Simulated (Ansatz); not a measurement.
# Al2Pt (Immm) in Ansatz: further runs

Runs on Al2Pt. Level: PBEsol. Tasks: single point.

All numbers are computed with Ansatz 0.2.0; they aren't measurements. Logs are shortened: lines on timing, memory, paths and dates and some standing lists are left out, and cuts for length are marked.

## 1. Starting point

Symmetry: Immm, No. 71, orthorhombic system. The conventional cell has a = 4.095 Å, b = 4.263 Å, c = 5.910 Å, α = 90.00°, β = 90.00°, γ = 90.00°. Around Pt (site symmetry mmm) lie 8 Al at 2.53 to 2.59 Å. Around Al (site symmetry mm2) lie 4 Pt at 2.53 to 2.59 Å.

## 2. Single point, PBEsol, 17.20 Å³/atom

Input file input.yaml:

```yaml
crystal:
  lattice:
    - [-0.0591, 2.955, 2.955]
    - [2.955, -0.0591, 2.955]
    - [2.8959, 2.8959, 0.0]
  atoms:
    - { symbol: Pt, position: [0.0, 0.0, 0.0] }
    - { symbol: Al, position: [0.75, 0.75, 0.75] }
    - { symbol: Al, position: [0.25, 0.25, 0.25] }
hamiltonian:
  xc: pbesol
  pseudopotentials: { kind: paw }
kpoints:
  mp_grid: { grid: [7, 7, 7] }
scf:
  occupations: { method: fermi_dirac, width: 0.05 }
output:
  forces: true
  stress: true
  eigenvalues: true
```

Potentials or basis: Ansatz PAW.

Started as:

```
$ ansatz run input.yaml --threads 2 --pin off --max-ram 5632MiB --backend cpu --events-out ev --progress --plain --runs-dir out
```

What it wrote:

```text
Warning: RAYON_NUM_THREADS=2 ignored (pool sized by the plan → 2); use --threads N
Engine: ansatz 0.2.0, aarch64-unknown-linux-gnu
Pseudopotentials: kind: paw
Pseudopotential: Pt, paw, valence charge 18, recommended cutoff 420 eV (normal), Pt.paw.azcp
Pseudopotential: Al, paw, valence charge 3, recommended cutoff 420 eV (normal), Al.paw.azcp
Functional definition: PBEsol
  exchange = pbesol_x
  correlation = pbesol_c
Crystal: 3 atoms, lattice volume = 51.586 Å³
Basis set: ecut = 420 eV, 985 PW (Γ), exchange–correlation on 60×60×60 points (8 copies of the dense FFT grid, shifted against one another)
Bands: 16, of which v1, the nominal top of the filled ones, is band 12 counted from 1 (11 counted from 0)
Symmetry: 8 space group operations
Space group: Immm (ITA 71), of the structure as read, at distance tolerance 3.7e-5 Å
k-points: 64 of 343
Non-local potential: Pt, projectors of the file, l = 0: 3, l = 1: 2, l = 2: 2, l = 3: 1
Non-local potential: Al, projectors of the file, l = 0: 2, l = 1: 2, l = 2: 1
PAW form: soft (Blöchl's): semilocal exchange-correlation on the pseudo side does not see the compensation charge
PAW frozen core: Pt, regenerated for the run's functional, and the local potential with it (the file was generated under x = pbe(κ = 0.804, μ = 0.2195149727645171), c = pbe(β = 0.06672455060314922))
PAW frozen core: Al, regenerated for the run's functional, and the local potential with it (the file was generated under x = pbe(κ = 0.804, μ = 0.2195149727645171), c = pbe(β = 0.06672455060314922))
PAW one-centre angular grid: Pt, 590 points (default); XC on 64 Gauss nodes
PAW one-centre angular grid: Al, 110 points (default); XC on 64 Gauss nodes
Initial density: superposition of atomic densities (neutral atoms: chi_scale 0, normalization atom), corrected by the library's trained network
Initial wavefunctions: pseudopotential atomic-orbital guess
Functional: x = pbesol(κ = 0.804, μ = 0.12345679012345678), c = pbesol(β = 0.046)
SCF iter   1: F=—  HF=-13435.490887 eV  |F-HF|=—  |Δ(HF+E_count)|=         —  Δρ=2.48e-3  dr2=4.27e-3  ethr=1.77e-3  ⟨swp⟩=5.8  Hψ=5484  notcnv=0
preconditioner: auto → Kerker (q_TF=auto, 2.402 Å⁻¹)  [metal: Δε(μ)=0.061 eV  Ē_g=8.303 eV  σ=0.050 eV  W_gap=0.29  n_scr=14 (ndim 8)  ℏωp=20.7 eV  f_vac=0.001  D(μ)=1.80/eV (n_scr^D=14)]
SCF iter   2: F=—  HF=-13435.490387 eV  |F-HF|=—  |Δ(HF+E_count)|=   5.00e-4  Δρ=8.27e-4  dr2=2.86e-4  ethr=1.78e-5  ⟨swp⟩=2.5  Hψ=1951  notcnv=0
SCF iter   3: F=—  HF=-13435.490362 eV  |F-HF|=—  |Δ(HF+E_count)|=   2.53e-5  Δρ=3.44e-4  dr2=4.69e-5  ethr=1.19e-6  ⟨swp⟩=2.0  Hψ=1399  notcnv=0
SCF iter   4: F=—  HF=-13435.490342 eV  |F-HF|=—  |Δ(HF+E_count)|=   1.98e-5  Δρ=6.33e-5  dr2=3.89e-6  ethr=1.95e-7  ⟨swp⟩=2.3  Hψ=1724  notcnv=0
SCF iter   5: F=—  HF=-13435.490343 eV  |F-HF|=—  |Δ(HF+E_count)|=   8.42e-7  Δρ=1.96e-5  dr2=2.91e-7  ethr=1.62e-8  ⟨swp⟩=2.2  Hψ=1467  notcnv=0
SCF iter   6: F=-13435.490343 eV  HF=-13435.490343 eV  |F-HF|=1.06e-8  |Δ(HF+E_count)|=   3.37e-8  Δρ=5.73e-6  dr2=1.82e-8  ethr=4.17e-10  ⟨swp⟩=4.5  Hψ=3541  notcnv=0
SCF 1 converged in 6 iterations: F = -13435.490343 eV  dr2 = 1.82e-8
SCF converged after 6 iterations
Free energy (F): -13435.490343 eV
Harris-Foulkes:  -13435.490343 eV  (|F-HF|=1.06e-8)
Internal energy: -13435.476055 eV  (E = F + TS)
E sigma→0 (E₀):  -13435.483199 eV
Entropy (-TS):   -0.014288 eV (-4.763 meV/atom)
Fermi energy:    11.269070 eV
--- Per-component energies (eV) ---
  E_band       = -314.125616
  E_kinetic    = 687.288522
  E_local      = -2704.531267  (includes V_loc(G=0)·N_el)
  E_nonlocal   = 220.906667
  E_hartree    = 1072.537313
  E_xc         = -341.130399
  E_vxc        = -363.383641  (∫ρ·V_xc dr)
  E_paw        = -10225.947495  (= ΣΔE_a)
  E_vpaw       = -299.486938  (= ΣTr[D̂ρ^β])
  E_aug_tail   = 0.000180  (compensation charges beyond the density's cutoff)
  E_ewald      = -2144.924835
  E_core_change = 0.325259  (= ΣΔE_core)
  E_smearing   = -0.014288  (= −TS)
  E_closure    = -0.000000  (closes the sum)
  Σ components = -13435.490343   (vs F -13435.490343, Δ=0.00e0)
--- Forces (eV/Å), atoms counted from 1 ---
  atom   1  Pt     0.00000000     0.00000000     0.00000000
  atom   2  Al    -0.00000000    -0.00000000    -0.33173119
  atom   3  Al     0.00000000     0.00000000     0.33173119
  max |Σ_I F_I| component: 5.55e-17 eV/Å
--- Stress (GPa, compression-positive) ---
       -0.888834       3.112685      -0.000000
        3.112685      -0.888834       0.000000
        0.000000       0.000000      -0.444785
  P = ⅓ Tr σ = -0.7408 GPa (-7.408 kbar)
--- Band table (eV; the first three rows and the last of 64) ---
  k-point 0: bands = ["-87.6317", "-41.8514", "-41.8265", "-41.8058", "1.0511", "6.2071", "6.2159", "6.2161", "7.5696", "7.5706", "14.1293", "14.8146", "15.2241", "15.3498", "16.4956", "16.6301"]
  k-point 1: bands = ["-87.6317", "-41.8519", "-41.8267", "-41.8059", "1.3412", "6.0496", "6.3112", "6.3135", "7.5317", "7.5354", "12.7449", "14.1978", "14.2269", "14.7775", "17.0399", "17.0863"]
  k-point 2: bands = ["-87.6317", "-41.8528", "-41.8272", "-41.8060", "2.1635", "5.6980", "6.4798", "6.5087", "7.5533", "7.5594", "9.8289", "13.1058", "13.2469", "15.0007", "16.4033", "16.5913"]
  k-point 63: bands = ["-87.6317", "-41.8523", "-41.8289", "-41.8069", "4.9051", "5.3879", "5.4289", "7.3258", "7.4135", "7.8183", "7.9009", "9.3450", "10.3109", "14.7701", "15.0562", "18.7977"]
```

Run time: 1.2 s. Hardware: 2 threads of Arm Neoverse V2, shared host; peak memory 0.34 GiB.

What came out:

* Free energy: -13435.4903 eV
* Pressure: -0.7 GPa
* Largest force: 0.332 eV/Å
* Band gap on the k mesh: none (metal or under the smearing width)

Caveat: the PAW data sets come from PBE, with cores solved anew for the run's functional, which leaves a small shift of forces and pressure.

## 3. Single point, PBEsol, 17.20 Å³/atom

input.yaml: that of step 2 with these lines changed.

```diff
@@ -2,5 +2,5 @@
   lattice:
-    - [-0.0591, 2.955, 2.955]
-    - [2.955, -0.0591, 2.955]
-    - [2.8959, 2.8959, 0.0]
+    - [-0.02955, 2.955, 2.955]
+    - [2.955, -0.02955, 2.955]
+    - [2.92545, 2.92545, 0.0]
   atoms:
```

Potentials or basis: Ansatz PAW.

Started as:

```
$ ansatz run input.yaml --threads 2 --pin off --max-ram 5632MiB --backend cpu --events-out ev --progress --plain --runs-dir out
```

Run time: 1.2 s. Hardware: 2 threads of Arm Neoverse V2, shared host; peak memory 0.34 GiB.

It converged, with:

| Property | Result |
| --- | --- |
| Free energy | -13435.5052 eV |
| Pressure | -0.9 GPa |
| Largest force | 0.168 eV/Å |
| Band gap on the k mesh | none (metal or under the smearing width) |

Caveat: the PAW data sets come from PBE, with cores solved anew for the run's functional, which leaves a small shift of forces and pressure.
